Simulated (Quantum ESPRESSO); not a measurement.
Runs of Quantum ESPRESSO 7.5 on KCl (Sylvite). Symmetry: Fm-3m, No. 225, cubic system. The conventional cell has a = 6.293 Å, b = 6.293 Å, c = 6.293 Å, α = 90.00°, β = 90.00°, γ = 90.00°. K (site symmetry m-3m) has 6 Cl at 3.15 Å as nearest neighbours. Around Cl (site symmetry m-3m) lie 6 K at 3.15 Å. 

```csv
task,level,potentials or basis,cell,k mesh,cutoff (eV),iterations,form of the LDA correlation,k points per string,mesh quality,pressure (GPa)
energy-loss spectrum,LDA,PseudoDojo 0.4.1 SR LDA standard,volume scaled by 0.88,"2 × 2 × 2, shifted",980,200,PW92,-,coarse,(a)
energy-loss spectrum,LDA,PseudoDojo 0.4.1 SR LDA standard,volume scaled by 1.15,"2 × 2 × 2, shifted",980,200,PW92,-,coarse,-3.3
phonons and Raman activities,revPBE,PseudoDojo 0.4 SR PBE stringent,relaxed,"4 × 4 × 4, shifted",1007,-,-,-,not flagged,2.0
Berry-phase polarisation,LDA,PseudoDojo 0.4.1 SR LDA stringent,"atoms moved at random, drawn with an rms of 0.05 Å",3 × 3 × 3,980,-,PW92,8 × 8 × 8,coarse,-1.9
```

Alike in all rows: no spin polarisation; smearing fermi-dirac 0.05 eV.

Estimate the missing entries.

(a) 0.4.

Caveats: some runs use coarse meshes; the Lanczos chain is short for so many electrons, so humps in the spectrum may be artefacts (some runs); the potentials were made for another functional, which shifts forces and pressure (some runs).
